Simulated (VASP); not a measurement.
Write the native input for VASP 6.6.1 that does the following.

- Task: single point
- Functional: PBE
- Dispersion: D3(BJ)
- Potentials or basis: VASP PAW PBE potentials, release 64 (C)
- Cutoff: 520 eV
- k mesh: 6 × 6 × 1
- Occupations: gaussian, width 0.1 eV
- Spin: no spin polarisation
- Dipole correction: yes
- Further INCAR settings: ALGO = Fast; EDIFF = 1e-06; NBANDS = 26

The structure of C lies in POSCAR:

```
C
1.0
    4.9314379154      0.0000000000      0.0000000000
   -2.4657189577      4.2707505119      0.0000000000
    0.0000000000      0.0000000000     16.6000000000
C
8
Direct
    0.1666666667      0.3333333333      0.2409638554
    0.1666666667      0.8333333333      0.2409638554
    0.6666666667      0.3333333333      0.2409638554
    0.6666666667      0.8333333333      0.2409638554
    0.3333333333      0.1666666667      0.2409638554
    0.3333333333      0.6666666667      0.2409638554
    0.8333333333      0.1666666667      0.2409638554
    0.8333333333      0.6666666667      0.2409638554
```

The cell was built by a generator and needn't be a form met in nature.

The cell isn't the ideal one: the clean substrate in the cell of the map.

One way to write it, as run:

INCAR

```
ALGO = Fast
DIPOL = 0.5 0.5 0.241
EDIFF = 1E-6
ENCUT = 520
GGA = PE
IDIPOL = 3
ISIF = 2
ISMEAR = 0
IVDW = 12
LASPH = True
LCHARG = True
LDIPOL = True
LELF = True
LREAL = False
LVACPOTAV = True
LVHAR = True
LWAVE = False
NBANDS = 26
NELM = 60
PREC = Accurate
SIGMA = 0.1
```

KPOINTS

```
k-points
0
Gamma
  6 6 1
```

Potentials or basis: VASP PAW PBE potentials, release 64 (C).

Launch:

```console
$ cat potpaw_PBE.64/C/POTCAR > POTCAR
$ mpirun -np 1 vasp_std > vasp.out
```

It gave:

The band gap on the k mesh is none (metal or under the smearing width) and the dispersion energy per atom is -0.089 eV. The work function of the upper face is 4.24 eV. The work function of the lower face is 4.24 eV.

It took 67 s on 1 thread of Intel(R) Xeon(R) 6975P-C (Granite Rapids), on a shared host, peak memory 0.46 GiB.
